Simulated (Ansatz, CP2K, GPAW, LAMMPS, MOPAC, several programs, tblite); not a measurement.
# BN: cheap methods against density-functional theory

How much accuracy does each second buy? BN is computed with 14 methods, from the cheapest up to r2SCAN.

Computed with LAMMPS, MOPAC, CP2K, tblite, GPAW, Ansatz (versions at each run) (no spin polarisation, static lattice; gaps from single points on the cell relaxed beforehand with r²SCAN+rVV10, unless a step's input says otherwise).

6 further runs of the same task are left out: 6 set aside as unsound or not needed.

### 1 The system as given

Symmetry: R3m, No. 160, trigonal system. The conventional cell has a = 2.500 Å, b = 2.500 Å, c = 9.760 Å, α = 90.00°, β = 90.00°, γ = 120.00°. B (site symmetry 3m) is surrounded by 3 N at 1.44 Å. Around N (site symmetry 3m) lie 3 B at 1.44 Å.

Structure file:

```
B N
1.0
     1.25012    0.72176    3.25333
    -1.25012    0.72176    3.25333
     0.00000   -1.44352    3.25333
B N
1 1
Direct
  0.99969 0.99969 0.99969
  0.33274 0.33274 0.33274
```

The structure type (database structure) is imposed and need not be the compound's stable one.

**Question.** The methods are BN.extep, BNC.tersoff, PM6, PM7, DFTB, GFN1-xTB (tblite), GFN2-xTB (tblite), PBE/DZVP, PBE/single-zeta, PBE/SZV, coarse PBE, GLLB-SC, PBE, r2SCAN. What gap does r2SCAN give on this cell, and which other methods (full PBE left aside) come nearest to r2SCAN and farthest in gap?

```
                                      quantity                               value
                                        r2SCAN                         gap 4.65 eV
gap: nearest and farthest of the other methods  PBE/SZV (-0.07 eV), PM6 (+5.08 eV)
```

In words: For the gap, of the 10 methods compared (full PBE left aside), PBE/SZV comes nearest to r2SCAN and PM6 is farthest. A minimal basis or a coarse cutoff and mesh shifts results by its own error, so closeness to r2SCAN can be chance. Cluster runs see only the k-points that fold onto the zone centre, so their gaps can miss the band edges. GLLB-SC is compared with its derivative discontinuity added. No r2SCAN modulus is at hand, so moduli aren't ranked. CPU times run from 0.1 s (BNC.tersoff) to 41 s (PBE/DZVP). On this cell GFN2-xTB (tblite), PBE/DZVP, PBE/single-zeta, PBE/SZV, GLLB-SC cost more than r2SCAN itself (6.9 s), so they are no saving here. r2SCAN is a yardstick, not the truth: it usually gives gaps below the measured ones.
